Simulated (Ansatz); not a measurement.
HfN under changes of volume

One of the cells (14.793 Å³/atom); the others are scaled copies at fixed shape and fractional positions:

```xyz
2
Lattice="0.0000 2.4548 2.4548 2.4548 0.0000 2.4548 2.4548 2.4548 0.0000" Properties=species:S:1:pos:R:3 pbc="T T T"
Hf    0.0000    0.0000    0.0000
N     1.2274    1.2274    1.2274
```

The cell comes from a database or a generator and needn't be the stable form of this composition.

```yaml
Program: Ansatz 0.2.0
Functional: PBEsol
Potentials_or_basis: all-electron LAPW, scalar-relativistic
Cutoff: 423 eV (chosen from the basis error)
Basis_error_allowed: 0.0005 eV/atom
k_mesh: 9 × 9 × 9
Occupations: fermi-dirac, width 0.05 eV
Spin: no spin polarisation
```

```tsv
volume (Å³/atom)	energy over the lowest point (meV/atom)	pressure (GPa)
13.906	?	?
14.201	1.45	3.0
14.497	0.00	-1.2
14.793	5.90	-5.0
15.089	18.43	-8.5
15.385	37.01	-11.6
15.681	61.05	-14.4
```

What does the run at 13.906 Å³/atom give?

Energy over the lowest point 11.16 meV/atom; pressure 7.7 GPa.

Worked out: A Birch-Murnaghan fit of order 3 (a polynomial in V^(-2/3)) to the other rows has its minimum at 14.40 Å³/atom with B0 = V·E''(V) = 199 GPa and B' = 3.8. It gives 10.94 meV/atom at 13.906 Å³/atom, against the run's 11.16, and -dE/dV = 7.5 GPa, against 7.7.

Energies are extrapolated to zero smearing.
